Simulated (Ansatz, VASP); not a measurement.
Given: the input of a run of VASP 6.6.1 on GaN.

File POSCAR:

```
GaN
1.0
    0.0000000000      2.1352350000      2.1352350000
    2.1352350000      0.0000000000      2.1352350000
    2.1352350000      2.1352350000      0.0000000000
Ga N
1 1
Direct
    0.0000000000      0.0000000000      0.0000000000
    0.5000000000      0.5000000000      0.5000000000
```

The input INCAR.step1:

```
  ALGO = Normal
  EDIFF = 1E-5
  ENCUT = 520
  GGA = PE
  ISIF = 2
  ISMEAR = -1
  LASPH = T
  LCHARG = F
  LREAL = F
  LWAVE = T
  NELM = 80
  PREC = Accurate
  SIGMA = 0.05
```

Contents of INCAR.step2:

```
  AEXX = 0.05
  ALGO = Normal
  EDIFF = 1E-6
  ENCUT = 520
  GGA = PE
  HFSCREEN = 0.2
  ISIF = 2
  ISMEAR = -1
  ISTART = 1
  LASPH = T
  LCHARG = F
  LHFCALC = T
  LREAL = F
  LWAVE = F
  NELM = 80
  PREC = Accurate
  PRECFOCK = Fast
  SIGMA = 0.05
```

File KPOINTS:

```
k-points
0
Gamma
  6 6 6
```

Potentials or basis: VASP PAW PBE potentials, release 64 (Ga_d, N).

Command:

```console
$ cat potpaw_PBE.64/Ga_d/POTCAR potpaw_PBE.64/N/POTCAR > POTCAR
$ cp INCAR.step1 INCAR
$ mpirun -np 1 vasp_std > vasp.out
$ cp INCAR.step2 INCAR
$ mpirun -np 1 vasp_std > vasp.out
```

Question: Set up the same calculation for Ansatz 0.2.0. Potentials there: Ansatz PAW.

Answer: As run (the cutoff follows the program's own potentials):

Contents of input.yaml:

```yaml
crystal:
  lattice:
    - [0.0, 2.135235, 2.135235]
    - [2.135235, 0.0, 2.135235]
    - [2.135235, 2.135235, 0.0]
  atoms:
    - { symbol: Ga, position: [0.0, 0.0, 0.0] }
    - { symbol: "N", position: [0.5, 0.5, 0.5] }
hamiltonian:
  xc: { exchange: pbe, correlation: pbe, exx: { coeff: 0.05, omega: 0.2 } }
  pseudopotentials: { kind: paw }
kpoints:
  mp_grid: { grid: [6, 6, 6] }
scf:
  occupations: { method: fermi_dirac, width: 0.05 }
output:
  forces: true
  stress: true
  eigenvalues: true
```

Potentials or basis: Ansatz PAW.

Run with:

```sh
$ ansatz run input.yaml --threads 2 --pin off --max-ram 5632MiB --backend cpu --events-out ev --progress --plain --runs-dir out
```

Both were run:

|  | VASP | Ansatz | Ansatz less VASP |
| --- | --- | --- | --- |
| gap on the k mesh at the Fermi level (eV) | 0.61 | 0.62 | +0.010 |
| least direct gap on the mesh (eV) | 2.60 | 2.60 | -0.003 |
| pressure (GPa) | -1.6 | -2.5 | -0.92 |

With one functional, cell and mesh, what is left measures potentials, basis and numerics.

Caveats: the k mesh is coarse (spacing up to 0.42 Å⁻¹), so the values aren't converged, least of all with exact exchange; the PAW data sets were made with another functional, which shifts forces and pressure a little (VASP); the pressure holds a Pulay correction of +0.6 GPa for the finite cutoff (Ansatz); the PAW data sets come from PBE, with cores solved anew for the run's functional, which leaves a small shift of forces and pressure (Ansatz); the thresholds are loose for stress (Ansatz). A k mesh can miss the band edges.
